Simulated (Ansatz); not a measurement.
Cu in several cubic structure types, each at its own equilibrium volume.

Computed with Ansatz, PBE, plane waves, PAW datasets (generated soft set 1).

Settings: cutoff 420 eV; no spin polarisation; Fermi–Dirac smearing of 0.0612 eV; k-meshes 53³ (bcc), 35³ (diamond), 52³ (fcc), 45³ (simple cubic).

Q: Rank the structures by energy per atom, lowest first.
A. fcc
B. diamond
C. bcc
D. simple cubic

A: A (0.0 meV/atom), C (36 meV/atom), D (470 meV/atom), B (1039 meV/atom).

Q: Give the equilibrium volume and bulk modulus of each.

A: 
```
   structure  V₀ (Å³/atom)  B₀ (GPa)
         bcc         12.00       139
     diamond         19.15        55
         fcc         11.95       141
simple cubic         13.92       103
```

Only these cubic types are compared here; the real ground state can be another structure or magnetic.

Model structures, not the usual forms at ambient conditions (metastable or hypothetical): Cu (bcc type), Cu (diamond type), Cu (simple cubic type).
